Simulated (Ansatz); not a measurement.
# AlN (rocksalt type): how the settings move a single-point run

How sensitive is a single-point run of AlN (rocksalt type) to its settings? A reference run comes first, then one run with altered input.

Method: reference: DFT, PBE, PAW with Ansatz's default frozen-core files, scalar-relativistic, in Ansatz 0.2.0.

1 further run of the same task is left out (set aside as unsound or not needed).

### 1 The starting structure

It takes space group Fm-3m (No. 225, cubic). Conventional cell: a = 4.071 Å, b = 4.071 Å, c = 4.071 Å, α = 90.00°, β = 90.00°, γ = 90.00°. Al (site symmetry m-3m) is surrounded by 6 N at 2.04 Å. N (site symmetry m-3m) has 6 Al at 2.04 Å as nearest neighbours.

As a file:

```
Al N
1.0
     0.00000    2.03525    2.03525
     2.03525    0.00000    2.03525
     2.03525    2.03525    0.00000
Al N
1 1
Direct
  0.00000 0.00000 0.00000
  0.50000 0.50000 0.50000
```

### 2 The reference run

The input, input.yaml:

```yaml
crystal:
  lattice:
    - [0.0, 2.0352543366, 2.0352543366]
    - [2.0352543366, 0.0, 2.0352543366]
    - [2.0352543366, 2.0352543366, 0.0]
  atoms:
    - { symbol: Al, position: [0.0, 0.0, 0.0] }
    - { symbol: "N", position: [0.5, 0.5, 0.5] }
kpoints:
  mp_grid: { grid: [14, 14, 14] }
scf:
  occupations: { method: fermi_dirac, width: 0.03 }
hamiltonian:
  xc: pbe
  pseudopotentials: { kind: paw }
output:
  forces: true
  stress: true
  eigenvalues: true
  efg: { contact_densities: true }
basis:
  ecutwfc: 200
```

The run is started by

```console
ansatz run input.yaml --threads 1 --pin off --max-ram 2048MiB --backend cpu --events-out ev --progress --plain --runs-dir out
```

### 3 Changing settings: eigensolver.kind davidson, basis.precision f64, ecutrho_ratio 6

input.yaml: that of step 2 with these lines changed.

```diff
@@ -12,2 +12,3 @@
   occupations: { method: fermi_dirac, width: 0.03 }
+  eigensolver: { kind: davidson }
 hamiltonian:
@@ -22 +23,3 @@
   ecutwfc: 200
+  precision: f64
+  ecutrho_ratio: 6
```

What does the calculation give? Wanted: for each run, ending; energy change; pressure; gap; force.

As calculated:

| run | ending | energy change | pressure (GPa) | gap (eV) | force (eV/Å) | cycles | time |
| --- | --- | --- | --- | --- | --- | --- | --- |
| reference | converged | 0 | 22.1 | 4.19 | 0.00 | 6 | 1.6 s |
| 1: eigensolver.kind davidson, basis.precision f64, ecutrho_ratio 6 | converged | 0.0 meV/atom | 22.0 | 4.19 | 0.00 | 6 | 1.8 s |

Residual by cycle in the longest SCF loop of each run; runs are numbered as in the table. The quantity is the density residual dr2, in eV.

```
cycle  reference   run 1
    1      0.437    0.44
    2     0.0625  0.0623
    3     5.4e-4  5.2e-4
    4     9.0e-7  9.4e-7
    5     4.8e-9  3.8e-7
    6    5.2e-11  1.4e-8
```

**Reading.** Changing the solver, arithmetic precision and numerical grids hardly moves the energy: 0.0 meV/atom. The structure is not at rest: the sound run finds 22 GPa, so these are no properties of the relaxed crystal. 

These are semilocal Kohn-Sham gaps, which aren't the measured quantity. Such gaps usually fall short of the measured ones.
